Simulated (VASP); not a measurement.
# K (Fm-3m) in VASP: notebook

Runs on K. Level: PBE. Tasks: single point.

Everything below comes from runs of VASP 6.6.1. Logs are shortened: lines on timing, memory, paths and dates and some standing lists are left out, and cuts for length are marked.

### Step 1. The crystal as given

Symmetry: Fm-3m, No. 225, cubic system. Conventional cell: a = 6.784 Å, b = 6.784 Å, c = 6.784 Å, α = 90.00°, β = 90.00°, γ = 90.00°.

This isn't the form of K at room conditions, which is bcc.

### Step 2. Single point, PBE

INCAR reads:

```
SYSTEM = K
ADDGRID = .False. ; ALGO = Normal
EDIFF = 1E-6 ; ENCUT = 450
GGA = PE ; ISIF = 2
ISMEAR = -1 ; LASPH = .True.
LCHARG = .False. ; LREAL = .False.
LWAVE = .False. ; NELM = 100
PREC = Accurate ; SIGMA = 0.1
```

KPOINTS reads:

```
k-points
0
Gamma
  14 14 14
  0 0 0
```

POSCAR reads:

```
K
1.0
    0.0000000000      3.3918728180      3.3918728180
    3.3918728180      0.0000000000      3.3918728180
    3.3918728180      3.3918728180      0.0000000000
K
1
Direct
    0.0000000000      0.0000000000      0.0000000000
```

Potentials or basis: VASP PAW PBE potentials, release 64 (K_sv).

Command:

```
$ cat potpaw_PBE.64/K_sv/POTCAR > POTCAR
$ mpirun -np 1 vasp_std > vasp.out
```

OUTCAR:

```text
SYSTEM = K
   EDIFF = 1E-6
   ENCUT = 450
   GGA = PE
   ISIF = 2
   ISMEAR = -1
   LASPH = .True.
   LREAL = .False.
   NELM = 100
   PREC = Accurate

 Found    104 irreducible k-points:

 Following reciprocal coordinates:
            Coordinates               Weight
  0.000000  0.000000  0.000000      1.000000
  0.071429  0.000000  0.000000      8.000000
  0.142857  0.000000  0.000000      8.000000
  0.214286  0.000000  0.000000      8.000000
  0.285714  0.000000  0.000000      8.000000
  0.357143  0.000000  0.000000      8.000000
   k-points           NKPTS =    104   k-points in BZ     NKDIM =    104   number of bands    NBANDS=      8
   number of dos      NEDOS =    301   number of ions     NIONS =      1
   total plane-waves  NPLWV =  46656
   dimension x,y,z NGX =    36 NGY =   36 NGZ =   36
   dimension x,y,z NGXF=    72 NGYF=   72 NGZF=   72
   ions per type =               1
   NGX,Y,Z   is equivalent  to a cutoff of  12.48, 12.48, 12.48 a.u.
   NGXF,Y,Z  is equivalent  to a cutoff of  24.95, 24.95, 24.95 a.u.
 SYSTEM =  K
   PREC   = accura    normal or accurate (medium, high low for compatibility)
   ISTART =      0    job   : 0-new  1-cont  2-samecut
   ICHARG =      2    charge: 1-file 2-atom 10-const
   ISPIN  =      1    spin polarized calculation?
   LNONCOLLINEAR =      F non collinear calculations
   LSORBIT =      F    spin-orbit coupling
   LASPH  =      T    aspherical Exc in radial PAW
   ENCUT  =  450.0 eV  33.07 Ry    5.75 a.u.   8.30  8.30  8.30*2*pi/ulx,y,z
   NELM   =    100;   NELMIN=  2; NELMDL= -5     # of ELM steps
   EDIFF  = 0.1E-05   stopping-criterion for ELM
   LREAL  =      F    real-space projection
   EDIFFG = 0.1E-04   stopping-criterion for IOM
   NSW    =      0    number of steps for IOM
   IBRION =     -1    ionic relax: 0-MD 1-quasi-New 2-CG
   NFREE  =      0    steps in history (QN), initial steepest desc. (CG)
   ISIF   =      2    stress and relaxation
   ISYM   =      2    0-nonsym 1-usesym 2-fastsym
   POTIM  = 0.5000    time-step for ionic-motion
   TEBEG  =    0.0;   TEEND  =   0.0 temperature during run
   PSTRESS=    0.0 pullay stress
   NELECT =       9.0000    total number of electrons
   NUPDOWN=      -1.0000    fix difference up-down
   EMIN   =  10.00;   EMAX   =-10.00  energy-range for DOS
   EFERMI =   0.00;   METHOD = LEGACY
   ISMEAR =    -1;   SIGMA  =   0.10  broadening in eV -4-tet -1-fermi 0-gaus
   EFERMI_NEDOS =   21; number of points for ismear=-14 and -15
   IALGO  =     38    algorithm
   IMIX   =      4    mixing-type and parameters
     AMIX     =   0.40;   BMIX     =  1.00
     AMIX_MAG =   1.60;   BMIX_MAG =  1.00
  volume/ion in A,a.u.               =      78.05       526.68
  Fermi-wavevector in a.u.,A,eV,Ry     =   0.796843  1.505815  8.639139  0.634959
  Thomas-Fermi vector in A             =   1.903445
   LORBIT       =      0    0 simple, 1 ext, 2 COOP (PROOUT), +10 PAW based schemes
   GGA     = PE    functional components
   LHFCALC =     F    Hartree Fock is set to
   AEXX    =    0.0000 exact exchange contribution
   IVDW    =     0    specifies the selected vdW correction
   LEPSILON=     F    determine dielectric tensor
   LRPA    =     F    only Hartree local field effects (RPA)
 non-spin polarized calculation
  energy-cutoff  :      450.00
  volume of cell :       78.05
 maximum number of plane-waves:      1716
 NGX is ok and might be reduce to    36
   NGX = 17   NGY = 17   NGZ = 17

 number of electron       9.0000002 magnetization

 Free energy of the ion-electron system (eV)
  ---------------------------------------------------
  ext. energy  EPLUGINS =         0.00000000
  ---------------------------------------------------
  free energy    TOTEN  =        -1.05841112 eV

  energy without entropy =       -1.03258166  energy(sigma->0) =       -1.04549639

 E-fermi :  -0.2412     XC(G=0):  -5.5096

 val. band max:       -0.2903879125   @ k =   0.5000   0.3571   0.1429
 cond. band min:      -0.2269983968   @ k =   0.5000   0.2857   0.0714
 fundamental gap:      0.0633895157
 Fermi energy:        -0.2411672712

 k-point     1 :       0.0000    0.0000    0.0000
  band No.  band energies     occupation
      1     -32.4106      2.00000
      2     -15.8641      2.00000
      3     -15.8641      2.00000
      4     -15.8641      2.00000
      5      -2.3198      2.00000
      6       3.9064      0.00000
      7       3.9064      0.00000
      8       3.9064      0.00000

 k-point     2 :       0.0714    0.0000    0.0000
  band No.  band energies     occupation
      1     -32.4104      2.00000
      2     -15.8667      2.00000
      3     -15.8644      2.00000
      4     -15.8644      2.00000
      5      -2.2626      2.00000
      6       3.7341      0.00000
      7       3.9290      0.00000
      8       3.9290      0.00000

 k-point     3 :       0.1429    0.0000    0.0000
  band No.  band energies     occupation
      1     -32.4100      2.00000
      2     -15.8742      2.00000
      3     -15.8655      2.00000
      4     -15.8655      2.00000
      5      -2.0925      2.00000
      6       3.3081      0.00000
      7       3.9761      0.00000
      8       3.9761      0.00000

 k-point     4 :       0.2143    0.0000    0.0000
  band No.  band energies     occupation
      1     -32.4095      2.00000
      2     -15.8850      2.00000
      3     -15.8670      2.00000
      4     -15.8670      2.00000
      5      -1.8145      2.00000
      6       2.7536      0.00000
      7       3.9845      0.00000
      8       3.9845      0.00000

 k-point     5 :       0.2857    0.0000    0.0000
  band No.  band energies     occupation
      1     -32.4089      2.00000
      2     -15.8969      2.00000
      3     -15.8687      2.00000
      4     -15.8687      2.00000
      5      -1.4365      1.99999
      6       2.1346      0.00000
      7       3.9119      0.00000
      8       3.9119      0.00000

 k-point     6 :       0.3571    0.0000    0.0000
  band No.  band energies     occupation
      1     -32.4083      2.00000
      2     -15.9075      2.00000
      3     -15.8702      2.00000
      4     -15.8702      2.00000
      5      -0.9699      1.99863
      6       1.4843      0.00000
      7       3.8072      0.00000
      8       3.8072      0.00000

 [... further k-points ...]
[... 5 lines left out ...]
  --------------------------------------------------------------------------------------
  -------------------------------------------------------------------------------------
  Total       -0.0811181     -0.0811181     -0.0811181      0.0000000      0.0000000     -0.0000000
  in kB       -1.6652503     -1.6652503     -1.6652503      0.0000000      0.0000000     -0.0000000
  external PRESSURE =      -1.6652503 kB  Pullay stress =       0.0000000 kB

 VOLUME and BASIS-vectors are now :
 -----------------------------------------------------------------------------
  energy-cutoff  :      450.00
  volume of cell :       78.05
      direct lattice vectors                 reciprocal lattice vectors
     0.000000000  3.391872818  3.391872818    -0.147411188  0.147411188  0.147411188
     3.391872818  0.000000000  3.391872818     0.147411188 -0.147411188  0.147411188
     3.391872818  3.391872818  0.000000000     0.147411188  0.147411188 -0.147411188

 POSITION                                       TOTAL-FORCE (eV/Angst)
 -----------------------------------------------------------------------------------
      0.00000      0.00000      0.00000         0.000000     -0.000000      0.000000
 -----------------------------------------------------------------------------------
    total drift:                               -0.000000      0.000000      0.000000

  FREE ENERGIE OF THE ION-ELECTRON SYSTEM (eV)
  ---------------------------------------------------
  free  energy   TOTEN  =        -1.0584111181 eV

  energy  without entropy=       -1.0325816617  energy(sigma->0) =       -1.04549639
```

Run time: 51 s. Hardware: 1 thread of Intel Xeon Platinum 8488C (Sapphire Rapids), shared host; peak memory 0.22 GiB.

These settings aren't checked as converged: the numbers below hold their error.

What came out:

| Item | Value |
| --- | --- |
| Free energy | -1.0584 eV |
| Pressure | -0.2 GPa |
| Band gap on the k mesh | none (metal or under the smearing width) |

### Step 3. Single point, PBE

INCAR reads:

```
SYSTEM = K
ADDGRID = .False. ; ALGO = Normal
EDIFF = 1E-6 ; ENCUT = 550
GGA = PE ; ISIF = 2
ISMEAR = 0 ; LASPH = .True.
LCHARG = .False. ; LREAL = .False.
LWAVE = .False. ; NELM = 100
PREC = Accurate ; SIGMA = 0.1
```

KPOINTS is that of step 2.

POSCAR is that of step 2.

Potentials or basis: VASP PAW PBE potentials, release 64 (K_sv).

Command:

```
$ cat potpaw_PBE.64/K_sv/POTCAR > POTCAR
$ mpirun -np 1 vasp_std > vasp.out
```

OUTCAR:

```text
SYSTEM = K
   EDIFF = 1E-6
   ENCUT = 550
   GGA = PE
   ISIF = 2
   ISMEAR = 0
   LASPH = .True.
   LREAL = .False.
   NELM = 100
   PREC = Accurate

 Found    104 irreducible k-points:

 Following reciprocal coordinates:
            Coordinates               Weight
  0.000000  0.000000  0.000000      1.000000
  0.071429  0.000000  0.000000      8.000000
  0.142857  0.000000  0.000000      8.000000
  0.214286  0.000000  0.000000      8.000000
  0.285714  0.000000  0.000000      8.000000
  0.357143  0.000000  0.000000      8.000000
   k-points           NKPTS =    104   k-points in BZ     NKDIM =    104   number of bands    NBANDS=      8
   number of dos      NEDOS =    301   number of ions     NIONS =      1
   total plane-waves  NPLWV =  64000
   dimension x,y,z NGX =    40 NGY =   40 NGZ =   40
   dimension x,y,z NGXF=    80 NGYF=   80 NGZF=   80
   ions per type =               1
   NGX,Y,Z   is equivalent  to a cutoff of  13.86, 13.86, 13.86 a.u.
   NGXF,Y,Z  is equivalent  to a cutoff of  27.73, 27.73, 27.73 a.u.
 SYSTEM =  K
   PREC   = accura    normal or accurate (medium, high low for compatibility)
   ISTART =      0    job   : 0-new  1-cont  2-samecut
   ICHARG =      2    charge: 1-file 2-atom 10-const
   ISPIN  =      1    spin polarized calculation?
   LNONCOLLINEAR =      F non collinear calculations
   LSORBIT =      F    spin-orbit coupling
   LASPH  =      T    aspherical Exc in radial PAW
   ENCUT  =  550.0 eV  40.42 Ry    6.36 a.u.   9.17  9.17  9.17*2*pi/ulx,y,z
   NELM   =    100;   NELMIN=  2; NELMDL= -5     # of ELM steps
   EDIFF  = 0.1E-05   stopping-criterion for ELM
   LREAL  =      F    real-space projection
   EDIFFG = 0.1E-04   stopping-criterion for IOM
   NSW    =      0    number of steps for IOM
   IBRION =     -1    ionic relax: 0-MD 1-quasi-New 2-CG
   NFREE  =      0    steps in history (QN), initial steepest desc. (CG)
   ISIF   =      2    stress and relaxation
   ISYM   =      2    0-nonsym 1-usesym 2-fastsym
   POTIM  = 0.5000    time-step for ionic-motion
   TEBEG  =    0.0;   TEEND  =   0.0 temperature during run
   PSTRESS=    0.0 pullay stress
   NELECT =       9.0000    total number of electrons
   NUPDOWN=      -1.0000    fix difference up-down
   EMIN   =  10.00;   EMAX   =-10.00  energy-range for DOS
   EFERMI =   0.00;   METHOD = LEGACY
   ISMEAR =     0;   SIGMA  =   0.10  broadening in eV -4-tet -1-fermi 0-gaus
   EFERMI_NEDOS =   21; number of points for ismear=-14 and -15
   IALGO  =     38    algorithm
   IMIX   =      4    mixing-type and parameters
     AMIX     =   0.40;   BMIX     =  1.00
     AMIX_MAG =   1.60;   BMIX_MAG =  1.00
  volume/ion in A,a.u.               =      78.05       526.68
  Fermi-wavevector in a.u.,A,eV,Ry     =   0.796843  1.505815  8.639139  0.634959
  Thomas-Fermi vector in A             =   1.903445
   LORBIT       =      0    0 simple, 1 ext, 2 COOP (PROOUT), +10 PAW based schemes
   GGA     = PE    functional components
   LHFCALC =     F    Hartree Fock is set to
   AEXX    =    0.0000 exact exchange contribution
   IVDW    =     0    specifies the selected vdW correction
   LEPSILON=     F    determine dielectric tensor
   LRPA    =     F    only Hartree local field effects (RPA)
 non-spin polarized calculation
 Gauss-broadening in eV      SIGMA  =   0.10
  energy-cutoff  :      550.00
  volume of cell :       78.05
 maximum number of plane-waves:      2303
 NGX is ok and might be reduce to    40
   NGX = 19   NGY = 19   NGZ = 19

 number of electron       9.0000000 magnetization

 Free energy of the ion-electron system (eV)
  ---------------------------------------------------
  ext. energy  EPLUGINS =         0.00000000
  ---------------------------------------------------
  free energy    TOTEN  =        -1.04795498 eV

  energy without entropy =       -1.04426718  energy(sigma->0) =       -1.04611108

 E-fermi :  -0.2404     XC(G=0):  -5.5101

 val. band max:       -0.2908899537   @ k =   0.5000   0.3571   0.1429
 cond. band min:      -0.2275083056   @ k =   0.5000   0.2857   0.0714
 fundamental gap:      0.0633816480
 Fermi energy:        -0.2403921736

 k-point     1 :       0.0000    0.0000    0.0000
  band No.  band energies     occupation
      1     -32.4108      2.00000
      2     -15.8650      2.00000
      3     -15.8650      2.00000
      4     -15.8650      2.00000
      5      -2.3202      2.00000
      6       3.9060      0.00000
      7       3.9060      0.00000
      8       3.9060      0.00000
[... 45 lines left out ...]
 k-point     6 :       0.3571    0.0000    0.0000
  band No.  band energies     occupation
      1     -32.4085      2.00000
      2     -15.9085      2.00000
      3     -15.8711      2.00000
      4     -15.8711      2.00000
      5      -0.9703      2.00000
      6       1.4837      0.00000
      7       3.8068      0.00000
      8       3.8068      0.00000

 [... further k-points ...]
[... 5 lines left out ...]
  --------------------------------------------------------------------------------------
  -------------------------------------------------------------------------------------
  Total       -0.0871231     -0.0871231     -0.0871231      0.0000000     -0.0000000      0.0000000
  in kB       -1.7885256     -1.7885256     -1.7885256      0.0000000     -0.0000000      0.0000000
  external PRESSURE =      -1.7885256 kB  Pullay stress =       0.0000000 kB

 VOLUME and BASIS-vectors are now :
 -----------------------------------------------------------------------------
  energy-cutoff  :      550.00
  volume of cell :       78.05
      direct lattice vectors                 reciprocal lattice vectors
     0.000000000  3.391872818  3.391872818    -0.147411188  0.147411188  0.147411188
     3.391872818  0.000000000  3.391872818     0.147411188 -0.147411188  0.147411188
     3.391872818  3.391872818  0.000000000     0.147411188  0.147411188 -0.147411188

 POSITION                                       TOTAL-FORCE (eV/Angst)
 -----------------------------------------------------------------------------------
      0.00000      0.00000      0.00000         0.000000      0.000000      0.000000
 -----------------------------------------------------------------------------------
    total drift:                               -0.000000      0.000000     -0.000000

  FREE ENERGIE OF THE ION-ELECTRON SYSTEM (eV)
  ---------------------------------------------------
  free  energy   TOTEN  =        -1.0479549805 eV

  energy  without entropy=       -1.0442671811  energy(sigma->0) =       -1.04611108
```

stdout:

```text
POSCAR found type information on POSCAR K
 POSCAR found :  1 types and       1 ions
 scaLAPACK will be used
 LDA part: xc-table for (Slater+PW92), standard interpolation
 POSCAR, INCAR and KPOINTS ok, starting setup
 FFT: planning ... GRIDC
 FFT: planning ... GRID_SOFT
 FFT: planning ... GRID
 WAVECAR not read
 entering main loop
```

Run time: 72 s. Hardware: 1 thread of Intel Xeon Platinum 8488C (Sapphire Rapids), shared host; peak memory 0.26 GiB.

These settings aren't checked as converged: the numbers below hold their error.

Results:

```yaml
Free_energy: -1.0480 eV
Pressure: -0.2 GPa
Band_gap_on_the_k_mesh: none (metal or under the smearing width)
```

[end of part 1 of 2]
